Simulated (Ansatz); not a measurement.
Crystal: Br.

```xyz
4
Lattice="3.3632 -2.3226 0.0000 3.3632 2.3226 0.0000 0.0000 0.0000 8.7023" Properties=species:S:1:pos:R:3 pbc="T T T"
Br    3.3632    0.6266    3.3948
Br    3.3632    1.6959    7.7459
Br    3.3632   -0.6266    5.3075
Br    3.3632   -1.6959    0.9564
```

Base run:

- Program: Ansatz 0.2.0
- Functional: LDA
- Potentials or basis: Ansatz PAW
- Cutoff: 420 eV (not typed: the program's choice for these potentials)
- k mesh: 7 × 7 × 3
- Occupations: fermi-dirac, width 0.05 eV
- Spin: no spin polarisation

Its results: band gap on the k mesh 1.75 eV, indirect (least direct gap 1.77 eV); pressure -1.2 GPa; largest force 0.695 eV/Å.

Q: After a change of settings the same cell gave: band gap on the k mesh 1.90 eV, indirect (least direct gap 1.92 eV); pressure 1.8 GPa; largest force 0.870 eV/Å. Which change was it?
A. functional from LDA to PBEsol
B. functional from LDA to r2SCAN; cutoff from 420 eV (not typed: the program's choice for these potentials) to 500 eV (not typed: the program's choice for these potentials)
C. functional from LDA to PBE

A: C.

PBE binds less tightly than LDA, so the same cell stands under more pressure.

Caveats: the PAW data sets come from PBE, with cores solved anew for the run's functional, which leaves a small shift of forces and pressure (some runs).
